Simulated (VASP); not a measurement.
# BN in VASP: further runs

Aim: see how the results for BN move with the level of theory and the settings. Levels: PBE, PBE+MBD. Tasks: work function, density of states.

Program: VASP 6.6.1. These are calculated values, not measurements. Logs are shortened: lines on timing, memory, paths and dates and some standing lists are left out, and cuts for length are marked.

### 1 The undisturbed slab

The cell holds a slab with vacuum, 8 atoms: a = 2.510 Å, b = 2.510 Å, c = 25.035 Å, α = 90.00°, β = 90.00°, γ = 120.00°.

### 2 Work function, PBE (the (0 0 1) slab of BN, cut from the database cell, not relaxed)

INCAR reads:

```
SYSTEM = BN
PREC     = Accurate       ! precision mode
ENCUT    = 520            ! plane-wave cutoff, eV
EDIFF    = 1E-6           ! SCF threshold, eV
ISMEAR   = 0              ! smearing method
SIGMA    = 0.05           ! smearing width, eV
LREAL    = .False.        ! projectors in reciprocal space
LASPH    = .True.         ! aspherical terms in the spheres
NELM     = 100            ! most SCF steps
ALGO     = Normal         ! electronic algorithm
ISIF     = 2              ! what is computed and relaxed
LWAVE    = .False.        ! write WAVECAR
LCHARG   = .True.         ! write CHGCAR
LDIPOL   = .True.       
IDIPOL   = 3            
DIPOL    = 0.5 0.5 0.500
GGA      = PE             ! functional
LELF     = .True.         ! ELF
LVHAR    = .True.       
LVACPOTAV= .True.
```

KPOINTS reads:

```
Automatic mesh
0
Gamma
  12 12 1
  0 0 0
```

POSCAR reads:

```
BN
1.0
    2.5099983704      0.0000000000      0.0000000000
   -1.2549991852      2.1737223522      0.0000000000
    0.0000000000      0.0000000000     25.0350000000
B N
4 4
Direct
    0.0000000000      0.0000000000      0.2995805872
    0.3333333333      0.6666666666      0.4331935291
    0.0000000000      0.0000000000      0.5668064709
    0.3333333333      0.6666666666      0.7004194128
    0.6666666667      0.3333333334      0.2995805872
    0.0000000000      0.0000000000      0.4331935291
    0.6666666667      0.3333333334      0.5668064709
    0.0000000000      0.0000000000      0.7004194128
```

Potentials or basis: VASP PAW PBE potentials, release 64 (B, N).

The run is started by

```sh
> cat potpaw_PBE.64/B/POTCAR potpaw_PBE.64/N/POTCAR > POTCAR
> mpirun -np 1 vasp_std > vasp.out
```

OUTCAR:

```text
SYSTEM = BN
   PREC = Accurate
   ENCUT = 520
   EDIFF = 1E-6
   ISMEAR = 0
   LREAL = .False.
   LASPH = .True.
   NELM = 100
   ISIF = 2
   GGA = PE

 ion  position               nearest neighbor table
   1  0.000  0.000  0.300-   5 1.45   5 1.45   5 1.45
   2  0.333  0.667  0.433-   6 1.45   6 1.45   6 1.45
   3  0.000  0.000  0.567-   7 1.45   7 1.45   7 1.45
   4  0.333  0.667  0.700-   8 1.45   8 1.45   8 1.45
   5  0.667  0.333  0.300-   1 1.45   1 1.45   1 1.45
   6  0.000  0.000  0.433-   2 1.45   2 1.45   2 1.45
   7  0.667  0.333  0.567-   3 1.45   3 1.45   3 1.45
   8  0.000  0.000  0.700-   4 1.45   4 1.45   4 1.45

  LATTYP: Found a hexagonal cell.
 ALAT       =     2.5099983704
 C/A-ratio  =     9.9741100613

  Lattice vectors:

 A1 = (   2.5099983704,   0.0000000000,   0.0000000000)
 A2 = (  -1.2549991852,   2.1737223522,   0.0000000000)
 A3 = (   0.0000000000,   0.0000000000,  25.0350000000)

Analysis of symmetry for initial positions (statically):
=====================================================================
 Subroutine PRICEL returns:
 Original cell was already a primitive cell.

 Routine SETGRP: Setting up the symmetry group for a
 hexagonal supercell.

 Subroutine GETGRP returns: Found  6 space group operations
 (whereof  6 operations were pure point group operations)
 out of a pool of 24 trial point group operations.

The static configuration has the point symmetry C_3v.

Analysis of symmetry for dynamics (positions and initial velocities):
=====================================================================
 Subroutine PRICEL returns:
 Original cell was already a primitive cell.

 Routine SETGRP: Setting up the symmetry group for a
 hexagonal supercell.

 Subroutine GETGRP returns: Found  6 space group operations
 (whereof  6 operations were pure point group operations)
 out of a pool of 24 trial point group operations.

The dynamic configuration has the point symmetry C_3v.

 Subroutine INISYM returns: Found  6 space group operations
 (whereof  6 operations are pure point group operations),
 and found     1 'primitive' translations

----------------------------------------------------------------------------------------

                                     Primitive cell

  volume of cell :     136.5920

  direct lattice vectors                    reciprocal lattice vectors
     2.509998370  0.000000000  0.000000000     0.398406633  0.230020177  0.000000000
    -1.254999185  2.173722352  0.000000000     0.000000000  0.460040354  0.000000000
     0.000000000  0.000000000 25.035000000     0.000000000  0.000000000  0.039944078

  length of vectors
     2.509998370  2.509998370 25.035000000     0.460040354  0.460040354  0.039944078

  position of ions in fractional coordinates (direct lattice)
     0.000000000  0.000000000  0.299580587
     0.333333333  0.666666667  0.433193529
     0.000000000  0.000000000  0.566806471
     0.333333333  0.666666667  0.700419413
     0.666666667  0.333333333  0.299580587
     0.000000000  0.000000000  0.433193529
     0.666666667  0.333333333  0.566806471
     0.000000000  0.000000000  0.700419413

  ion indices of the primitive-cell ions
   primitive index   ion index
                 1           1
                 2           2
                 3           3
                 4           4
                 5           5
                 6           6
                 7           7
                 8           8

----------------------------------------------------------------------------------------

 KPOINTS: Automatic mesh

Automatic generation of k-mesh.
 Grid dimensions read from file:
 generate k-points for:   12   12    1

 Generating k-lattice:

  Cartesian coordinates                     Fractional coordinates (reciprocal lattice)
     0.033200553  0.019168348  0.000000000     0.083333333 -0.000000000  0.000000000
     0.000000000  0.038336696  0.000000000     0.000000000  0.083333333  0.000000000
     0.000000000  0.000000000  0.039944078     0.000000000  0.000000000  1.000000000

  Length of vectors
     0.038336696  0.038336696  0.039944078

  Shift w.r.t. Gamma in fractional coordinates (k-lattice)
     0.000000000  0.000000000  0.000000000

 Subroutine IBZKPT returns following result:
 ===========================================

 Found     19 irreducible k-points:

 Following reciprocal coordinates:
            Coordinates               Weight
  0.000000  0.000000  0.000000      1.000000
  0.083333 -0.000000  0.000000      6.000000
  0.166667 -0.000000  0.000000      6.000000
  0.250000 -0.000000  0.000000      6.000000
  0.333333 -0.000000  0.000000      6.000000
  0.416667 -0.000000  0.000000      6.000000
[... 11 lines left out ...]
  0.333333  0.250000  0.000000     12.000000
  0.333333  0.333333  0.000000      2.000000
   k-points           NKPTS =     19   k-points in BZ     NKDIM =     19   number of bands    NBANDS=     21
   number of dos      NEDOS =    301   number of ions     NIONS =      8
   total plane-waves  NPLWV =  76800
   dimension x,y,z NGX =    20 NGY =   20 NGZ =  192
   dimension x,y,z NGXF=    40 NGYF=   40 NGZF=  384
   ions per type =               4   4
   NGX,Y,Z   is equivalent  to a cutoff of  13.25, 13.25, 12.75 a.u.
   NGXF,Y,Z  is equivalent  to a cutoff of  26.49, 26.49, 25.50 a.u.
 SYSTEM =  BN
   PREC   = accura    normal or accurate (medium, high low for compatibility)
   ISTART =      0    job   : 0-new  1-cont  2-samecut
   ICHARG =      2    charge: 1-file 2-atom 10-const
   ISPIN  =      1    spin polarized calculation?
   LNONCOLLINEAR =      F non collinear calculations
   LSORBIT =      F    spin-orbit coupling
   LASPH  =      T    aspherical Exc in radial PAW
   ENCUT  =  520.0 eV  38.22 Ry    6.18 a.u.   4.67  4.67 46.55*2*pi/ulx,y,z
   NELM   =    100;   NELMIN=  2; NELMDL= -5     # of ELM steps
   EDIFF  = 0.1E-05   stopping-criterion for ELM
   LREAL  =      F    real-space projection
   EDIFFG = 0.1E-04   stopping-criterion for IOM
   NSW    =      0    number of steps for IOM
   IBRION =     -1    ionic relax: 0-MD 1-quasi-New 2-CG
   NFREE  =      0    steps in history (QN), initial steepest desc. (CG)
   ISIF   =      2    stress and relaxation
   ISYM   =      2    0-nonsym 1-usesym 2-fastsym
   POTIM  = 0.5000    time-step for ionic-motion
   TEBEG  =    0.0;   TEEND  =   0.0 temperature during run
   PSTRESS=    0.0 pullay stress
   NELECT =      32.0000    total number of electrons
   NUPDOWN=      -1.0000    fix difference up-down
   EMIN   =  10.00;   EMAX   =-10.00  energy-range for DOS
   EFERMI =   0.00;   METHOD = LEGACY
   ISMEAR =     0;   SIGMA  =   0.05  broadening in eV -4-tet -1-fermi 0-gaus
   EFERMI_NEDOS =   21; number of points for ismear=-14 and -15
   IALGO  =     38    algorithm
   IMIX   =      4    mixing-type and parameters
     AMIX     =   0.40;   BMIX     =  1.00
     AMIX_MAG =   1.60;   BMIX_MAG =  1.00
  volume/ion in A,a.u.               =      17.07       115.22
  Fermi-wavevector in a.u.,A,eV,Ry     =   1.009214  1.907137 13.857700  1.018512
  Thomas-Fermi vector in A             =   2.142128
   LORBIT       =      0    0 simple, 1 ext, 2 COOP (PROOUT), +10 PAW based schemes
   GGA     = PE    functional components
   LHFCALC =     F    Hartree Fock is set to
   AEXX    =    0.0000 exact exchange contribution
   IVDW    =     0    specifies the selected vdW correction
   LEPSILON=     F    determine dielectric tensor
   LRPA    =     F    only Hartree local field effects (RPA)
 non-spin polarized calculation
 Gauss-broadening in eV      SIGMA  =   0.05
  energy-cutoff  :      520.00
  volume of cell :      136.59
 maximum number of plane-waves:      3741
 NGX is ok and might be reduce to    20
   NGX =  9   NGY =  9   NGZ = 93

 number of electron      32.0000000 magnetization

 dipolmoment           0.000000      0.000000     -0.003189 electrons x Angstroem

 Free energy of the ion-electron system (eV)
  ---------------------------------------------------
  ext. energy  EPLUGINS =         0.00000000
  ---------------------------------------------------
  free energy    TOTEN  =       -70.34237495 eV

  energy without entropy =      -70.34237495  energy(sigma->0) =      -70.34237495

 E-fermi :  -1.2679     XC(G=0):  -5.6901

 val. band max:       -1.4951400716   @ k =   0.3333   0.3333   0.0000
 cond. band min:       2.8758437171   @ k =   0.5000  -0.0000   0.0000
 fundamental gap:      4.3709837888
 Fermi energy:        -1.2679491166

 k-point     1 :       0.0000    0.0000    0.0000
  band No.  band energies     occupation
      1     -19.2986      2.00000
      2     -19.2362      2.00000
      3     -19.1058      2.00000
      4     -19.0535      2.00000
      5      -7.5402      2.00000
      6      -7.0805      2.00000
[... 13 lines left out ...]
     20       5.0227      0.00000
     21       5.4680      0.00000

 k-point     2 :       0.0833   -0.0000    0.0000
  band No.  band energies     occupation
      1     -19.1640      2.00000
      2     -19.1027      2.00000
      3     -18.9731      2.00000
      4     -18.9220      2.00000
      5      -7.3556      2.00000
      6      -6.9001      2.00000
[... 13 lines left out ...]
     20       5.2341      0.00000
     21       5.6829      0.00000

 k-point     3 :       0.1667   -0.0000    0.0000
  band No.  band energies     occupation
      1     -18.7674      2.00000
      2     -18.7097      2.00000
      3     -18.5827      2.00000
      4     -18.5353      2.00000
      5      -6.8091      2.00000
      6      -6.3696      2.00000
[... 13 lines left out ...]
     20       5.8284      0.00000
     21       6.2420      0.00000

 k-point     4 :       0.2500   -0.0000    0.0000
  band No.  band energies     occupation
      1     -18.1360      2.00000
      2     -18.0845      2.00000
      3     -17.9619      2.00000
      4     -17.9208      2.00000
      5      -6.7007      2.00000
      6      -6.6845      2.00000
[... 13 lines left out ...]
     20       6.5876      0.00000
     21       6.6879      0.00000

 k-point     5 :       0.3333   -0.0000    0.0000
  band No.  band energies     occupation
      1     -17.3375      2.00000
      2     -17.2958      2.00000
      3     -17.1796      2.00000
      4     -17.1483      2.00000
      5      -8.4743      2.00000
      6      -8.4537      2.00000
[... 13 lines left out ...]
     20       5.8625      0.00000
     21       6.5384      0.00000
[... 262 lines left out ...]
     20       3.6418      0.00000
     21       9.8541      0.00000

 k-point    17 :       0.2500    0.2500    0.0000
  band No.  band energies     occupation
      1     -16.3029      2.00000
      2     -16.2766      2.00000
      3     -16.1705      2.00000
      4     -16.1532      2.00000
      5      -9.1793      2.00000
      6      -9.1667      2.00000
[... 13 lines left out ...]
     20       4.2779      0.00000
     21       8.8880      0.00000

 k-point    18 :       0.3333    0.2500    0.0000
  band No.  band energies     occupation
      1     -15.7837      2.00000
      2     -15.7684      2.00000
      3     -15.6742      2.00000
      4     -15.6603      2.00000
      5      -9.6987      2.00000
      6      -9.6812      2.00000
[... 13 lines left out ...]
     20       3.5201      0.00000
     21      10.2377      0.00000

 k-point    19 :       0.3333    0.3333    0.0000
  band No.  band energies     occupation
      1     -15.5872      2.00000
      2     -15.5743      2.00000
      3     -15.4862      2.00000
      4     -15.4705      2.00000
      5      -9.4670      2.00000
      6      -9.4560      2.00000
[... 13 lines left out ...]
     20       3.2473      0.00000
     21      10.1772      0.00000

------------------------ aborting loop because EDIFF is reached ----------------------------------------

  FORCE on cell =-STRESS in cart. coord.  units (eV):
  Direction    XX          YY          ZZ          XY          YZ          ZX
  --------------------------------------------------------------------------------------
  -------------------------------------------------------------------------------------
  Total        0.4660113      0.4660113      0.8190674      0.0000000     -0.0000000      0.0000000
  in kB        5.4661551      5.4661551      9.6073834      0.0000000     -0.0000000      0.0000000
  external PRESSURE =       6.8465646 kB  Pullay stress =       0.0000000 kB

 VOLUME and BASIS-vectors are now :
 -----------------------------------------------------------------------------
  energy-cutoff  :      520.00
  volume of cell :      136.59
      direct lattice vectors                 reciprocal lattice vectors
     2.509998370  0.000000000  0.000000000     0.398406633  0.230020177  0.000000000
    -1.254999185  2.173722352  0.000000000     0.000000000  0.460040354  0.000000000
     0.000000000  0.000000000 25.035000000     0.000000000  0.000000000  0.039944078

 POSITION                                       TOTAL-FORCE (eV/Angst)
 -----------------------------------------------------------------------------------
      0.00000      0.00000      7.50000         0.000000     -0.000000     -0.027183
     -0.00000      1.44915     10.84500        -0.000000     -0.000000     -0.000220
      0.00000      0.00000     14.19000        -0.000000      0.000000      0.000550
     -0.00000      1.44915     17.53500         0.000000     -0.000000      0.036513
      1.25500      0.72457      7.50000         0.000000     -0.000000     -0.061876
      0.00000      0.00000     10.84500         0.000000     -0.000000      0.000065
      1.25500      0.72457     14.19000         0.000000     -0.000000      0.000108
      0.00000      0.00000     17.53500         0.000000     -0.000000      0.052043
 -----------------------------------------------------------------------------------
    total drift:                               -0.000001      0.000001      0.000046

  FREE ENERGIE OF THE ION-ELECTRON SYSTEM (eV)
  ---------------------------------------------------
  free  energy   TOTEN  =       -70.3423749543 eV

  energy  without entropy=      -70.3423749543  energy(sigma->0) =      -70.34237495

 vacuum level on the upper side and lower side of the slab         4.244         4.350
```

Run time: 1.9 min. Hardware: 1 thread of AMD EPYC 7R43 (Zen 3), shared host; peak memory 0.22 GiB.

What came out:

- Free energy: -70.3424 eV
- Largest force: 0.062 eV/Å
- Band gap on the k mesh: 4.37 eV, indirect (least direct gap 4.47 eV)
- Ionisation potential of the upper face: 5.74 eV

Forces in eV/Å, atoms in the order of the input:
```
B    0.000  0.000 -0.027
B    0.000  0.000  0.000
B    0.000  0.000  0.001
B    0.000  0.000  0.037
N    0.000  0.000 -0.062
N    0.000  0.000  0.000
N    0.000  0.000  0.000
N    0.000  0.000  0.052
```

Levels at points of the mesh, in eV from the valence-band top:
```csv
k point,band 13,band 14,band 15,band 16,band 17,band 18,band 19,band 20
"(0.00, 0.00, 0.00)",-1.35,-1.35,-1.33,-1.33,4.82,5.03,5.83,6.52
"(0.50, 0.00, 0.00)",-1.24,-1.07,-0.86,-0.75,4.37,4.53,4.87,5.25
```

### 3 Density of states, PBE+MBD (the (0 0 1) slab of BN, cut from the database cell, not relaxed)

run.py reads:

```python
from ase.calculators.vasp import Vasp
from ase.dft.dos import DOS
from ase.io import read

atoms = read('BN.xyz')
calc = Vasp(
    directory='calc',
    xc='pbe',
    pp='PBE',
    setups={'base': 'minimal', 'B': '_s', 'N': '_s'},
    prec='Accurate',
    encut=400,
    ediff=1e-06,
    ismear=-1,
    sigma=0.1,
    lreal=False,
    lasph=True,
    nelm=80,
    algo='Fast',
    isif=2,
    lwave=False,
    lcharg=False,
    ldipol=True,
    idipol=3,
    dipol=[0.5, 0.5, 0.5],
    ivdw=202,
    lorbit=11,
    kpts=[12, 12, 1],
    gamma=True,
)
atoms.calc = calc

print('energy (eV):', atoms.get_potential_energy())
print('free energy (eV):', atoms.get_potential_energy(force_consistent=True))
print('forces (eV/A):')
print(atoms.get_forces())
print('stress (eV/A^3, Voigt):', atoms.get_stress())
print('Fermi level (eV):', calc.get_fermi_level())
dos = DOS(calc, width=0.05, window=(-10, 10), npts=201)
print('E - E_F (eV), DOS (1/eV)')
for e, g in zip(dos.get_energies(), dos.get_dos()):
    print(f'{e:8.3f} {g:10.4f}')
```

BN.xyz reads:

```xyz
8
Lattice="2.5099983704 -0.0000000000 0.0000000000 -1.2549991852 2.1737223522 0.0000000000 0.0000000000 0.0000000000 25.0350000000" Properties=species:S:1:pos:R:3 pbc="T T T"
B      0.0000000000      0.0000000000      7.5000000000
B      0.0000000000      1.4491482347     10.8450000000
B      0.0000000000      0.0000000000     14.1900000000
B      0.0000000000      1.4491482347     17.5350000000
N      1.2549991852      0.7245741176      7.5000000000
N      0.0000000000      0.0000000000     10.8450000000
N      1.2549991852      0.7245741176     14.1900000000
N      0.0000000000      0.0000000000     17.5350000000
```

Potentials or basis: VASP PAW PBE potentials, release 64 (B_s, N_s).

The run is started by

```sh
> python run.py
```

Run time: 2 min. Hardware: 1 thread of AMD EPYC 7R43 (Zen 3), shared host; peak memory 0.17 GiB.

Results (log left out):

| Property | Result |
| --- | --- |
| Free energy | -71.3251 eV |
| Largest force | 0.028 eV/Å |
| Band gap on the k mesh | 4.37 eV, indirect (least direct gap 4.47 eV) |
| Valence electrons inside the program's atomic spheres | B 2.52; N 5.57 |
| Hirshfeld charges | B +0.20, +0.21; N -0.21, -0.20 e |
| Dispersion energy per atom | -0.141 eV |

Forces on the atoms (eV/Å):
```
B    0.000  0.000  0.028
B    0.000  0.000  0.003
B    0.000  0.000 -0.002
B    0.000  0.000 -0.021
N    0.000  0.000 -0.026
N    0.000  0.000  0.000
N    0.000  0.000  0.000
N    0.000  0.000  0.019
```

Levels at points of the mesh, in eV from the valence-band top:
| k point | band 14 | band 15 | band 16 | band 17 | band 18 | band 19 |
| --- | --- | --- | --- | --- | --- | --- |
| (0.00, 0.00, 0.00) | -1.36 | -1.35 | -1.35 | 4.82 | 5.03 | 5.92 |
| (0.50, 0.00, 0.00) | -1.07 | -0.86 | -0.76 | 4.37 | 4.53 | 4.88 |

States per cell in windows of 0.5 eV (zero at the valence-band top; states under -8 eV left out):
```
from (eV)  total  N5_p  N7_p  N8_p  N6_p  B1_p  B3_p
     -8.0   1.05  0.16  0.16  0.15  0.15  0.05  0.05
     -7.5   0.69  0.11  0.10  0.10  0.10  0.03  0.03
     -7.0   1.15  0.18  0.18  0.18  0.18  0.05  0.05
     -6.5   0.71  0.11  0.11  0.11  0.12  0.03  0.04
     -6.0   1.23  0.18  0.19  0.19  0.20  0.07  0.07
     -5.5   1.29  0.21  0.21  0.20  0.20  0.09  0.09
     -5.0   1.65  0.25  0.24  0.28  0.28  0.12  0.11
     -4.5   2.55  0.43  0.42  0.43  0.42  0.21  0.20
     -4.0   1.73  0.29  0.29  0.27  0.28  0.14  0.14
     -3.5   1.64  0.26  0.26  0.28  0.27  0.11  0.11
     -3.0   1.71  0.30  0.30  0.26  0.26  0.12  0.12
     -2.5   1.25  0.20  0.20  0.23  0.22  0.07  0.07
     -2.0   1.53  0.27  0.27  0.25  0.26  0.09  0.08
     -1.5   1.14  0.18  0.19  0.20  0.19  0.04  0.04
     -1.0   1.32  0.24  0.24  0.22  0.22  0.03  0.03
     -0.5   0.72  0.15  0.15  0.12  0.11  0.01  0.01
      0.0   0.08  0.02  0.02  0.01  0.01  0.00  0.00
      0.5   0.00  0.00  0.00  0.00  0.00  0.00  0.00
      1.0   0.00  0.00  0.00  0.00  0.00  0.00  0.00
      1.5   0.00  0.00  0.00  0.00  0.00  0.00  0.00
      2.0   0.00  0.00  0.00  0.00  0.00  0.00  0.00
      2.5   0.00  0.00  0.00  0.00  0.00  0.00  0.00
      3.0   0.00  0.00  0.00  0.00  0.00  0.00  0.00
      3.5   0.00  0.00  0.00  0.00  0.00  0.00  0.00
      4.0   0.16  0.00  0.00  0.00  0.01  0.01  0.02
      4.5   1.26  0.02  0.01  0.03  0.03  0.14  0.13
      5.0   1.16  0.03  0.03  0.03  0.03  0.12  0.12
      5.5   1.31  0.04  0.05  0.04  0.04  0.11  0.12
      6.0   0.92  0.03  0.03  0.04  0.03  0.05  0.05
      6.5   1.14  0.05  0.05  0.05  0.05  0.06  0.06
      7.0   1.06  0.05  0.04  0.05  0.04  0.04  0.04
      7.5   0.94  0.05  0.05  0.05  0.06  0.03  0.03
```
